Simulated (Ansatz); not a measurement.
A run of Ansatz 0.2.0:

File input.yaml:

```yaml
crystal:
  lattice:
    - [3.184541456, 0.0, 0.0]
    - [-1.592270728, 2.7578938003, 0.0]
    - [0.0, 0.0, 21.67053472]
  atoms:
    - { symbol: Mo, position: [0.3333333333, 0.6666666667, 0.85116023] }
    - { symbol: Mo, position: [0.6666666667, 0.3333333333, 0.14883977] }
    - { symbol: S, position: [0.6666666667, 0.3333333333, 0.77962539] }
    - { symbol: S, position: [0.3333333333, 0.6666666667, 0.077251] }
    - { symbol: S, position: [0.6666666667, 0.3333333333, 0.922749] }
    - { symbol: S, position: [0.3333333333, 0.6666666667, 0.22037461] }
hamiltonian:
  xc: pbesol
  pseudopotentials: { kind: paw }
kpoints:
  mp_grid: { grid: [10, 10, 2] }
scf:
  occupations: { method: fermi_dirac, width: 0.05 }
output:
  forces: true
  stress: true
  eigenvalues: true
  write_density: true
  write_potential: true
  elf: true
  volumetric_format: npy
relax:
  f_tol: 0.01
  max_steps: 40
  cell: { stress_tol: 0.05, p_target: 20.0 }
```

Potentials or basis: Ansatz PAW.

Run with:

```sh
$ ansatz run input.yaml --threads 2 --pin off --max-ram 5632MiB --backend cpu --events-out ev --progress --plain --runs-dir out
```

Hardware: 2 threads of Arm Neoverse V2, with other jobs on the host.

Task: Estimate the wall time of this run.

Result: Wall time 2.5 min on 2 threads of Arm Neoverse V2, on a shared host, peak memory 0.52 GiB. Counts: scf iterations 206, plane waves 1633, k points 28, bands 32, ion steps 25.
